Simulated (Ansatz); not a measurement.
# TiS2: the band gap up the ladder of functionals

The task here is to estimate one member of a computed series from the others.

Program: Ansatz 0.2.0. PAW datasets, plane waves. No spin polarisation and no zero-point or thermal motion.

## The system as given

The cell was relaxed beforehand with r2SCAN+rVV10.

The symmetry is P-3m1 (No. 164, trigonal); a = 3.411 Å, c = 5.739 Å in the conventional setting, 19.27 Å³ an atom. Around Ti lie 6 S at 2.42 Å; around S lie 3 Ti at 2.42 Å.

The structure in full:

```
Ti S
1.0
     3.41060    0.00000    0.00000
    -1.70530    2.95367    0.00000
     0.00000    0.00000    5.73872
Ti S
1 2
Direct
  0.00000 0.00000 0.00000
  0.33333 0.66667 0.24491
  0.66667 0.33333 0.75509
```

Set-up of the first run:

input.yaml reads:

```yaml
crystal:
  lattice:
    - [3.4106015668, 0.0, 0.0]
    - [-1.7053007834, 2.953667599, 0.0]
    - [0.0, 0.0, 5.7387203108]
  atoms:
    - { symbol: Ti, position: [0.0, 0.0, 0.0] }
    - { symbol: S, position: [0.3333333333, 0.6666666667, 0.244912313] }
    - { symbol: S, position: [0.6666666667, 0.3333333333, 0.755087687] }
kpoints:
  mp_grid: { grid: [12, 12, 4] }
  band_path:
    path:
      - [[0.0, 0.0, 0.0], [0.5, -2.493733739626e-17, 1.30985933241e-33], [0.3333333333333, 0.3333333333333, 1.729679826473e-33], [0.0, 0.0, 0.0], [1.317703160853e-50, -3.449954641892e-50, 0.5], [0.5, -2.493733739626e-17, 0.5], [0.3333333333333, 0.3333333333333, 0.5], [1.317703160853e-50, -3.449954641892e-50, 0.5]]
      - [[0.5, -2.493733739626e-17, 0.5], [0.5, -2.493733739626e-17, 1.30985933241e-33]]
      - [[0.3333333333333, 0.3333333333333, 0.5], [0.3333333333333, 0.3333333333333, 1.729679826473e-33]]
    npoints: 10
hamiltonian:
  xc: pbe
scf:
  occupations: { method: fermi_dirac, width: 0.02 }
  n_extra_bands: 4
output:
  forces: true
  stress: true
  eigenvalues: true
  write_density: true
  write_potential: true
  elf: true
  volumetric_format: npy
```

Started as:

```bash
ansatz run input.yaml --threads 4 --pin off --max-ram 7372MiB --backend cpu --events-out ev --progress --plain --runs-dir out
```

Among the steps run: PBE band path; Single point with r2SCAN; HSE06; PBE0; LDA at the same geometry.

One table of the session follows, with a row left open; its other results are not shown here.

```
 level  gap (eV)
   PBE         ?
r2SCAN      0.14
 HSE06      0.61
   LDA     -0.18
```

**Question.** Estimate the row for PBE.

**Answer.** gap (eV): -0.08. In the column «gap (eV)» it lies between LDA (-0.18) and r2SCAN (0.14).

Meshes: PBE 12×12×4, r2SCAN 12×12×4, HSE06 6×6×4, LDA 12×12×4

PBE finds no gap, while r2SCAN, HSE06 open one of up to 0.61 eV: the level of theory decides whether this is called a metal.

Caveats from the session: Warnings in the runs' records: stress scf threshold loose, stress exchange threshold loose, metallic semilocal start.
